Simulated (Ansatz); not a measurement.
Ti₂O: how the energy converges with the cutoff

Ti₂O, P1, a = 2.944 Å, b = 2.921 Å, c = 4.708 Å, α, β, γ = 88.5°, 91.8°, 119.5°. Ansatz: r2SCAN, PAW, cutoff varied, Γ-centred 12×12×6 mesh on 3 atoms, Gaussian smearing 0.10 eV; no spin polarisation. Single points at one geometry with displaced atoms, the cutoff alone changed; ΔE is the energy at zero smearing over the run at 600 eV. The runs up to 350 eV lie under the cutoff recommended for these PAW datasets.

```tsv
cutoff (eV)	ΔE (meV/atom)
200	5429.13
250	1241.18
300	?
350	32.54
500	2.06
```

Q: Assume ΔE falls exponentially with the cutoff, fit y = ln ΔE against x, the cutoff in eV, to the other rows, and predict the missing value.

A: y = 8.600, 7.124, 3.482, 0.723. Means x = 325.0, y = 4.9822; Σ(Δx)² = 52500, ΣΔxΔy = -1396; the slope is their ratio. y = 13.62 − 0.02659 x, a factor of ten per 87 eV. At 300 eV this gives ΔE = 282.31 meV/atom. The run gave 220.84, a ratio of 1.28. Between neighbouring rows the decay runs from a factor of ten per 60 eV to one per 125 eV, so one exponential is only a rough guide. The fast fall gives way to a slow tail.

Cost: 6 runs of about 7.9 core-minutes in all, on Intel Xeon Processor @ 2.50GHz (Skylake/Cascade Lake) (shared hosts).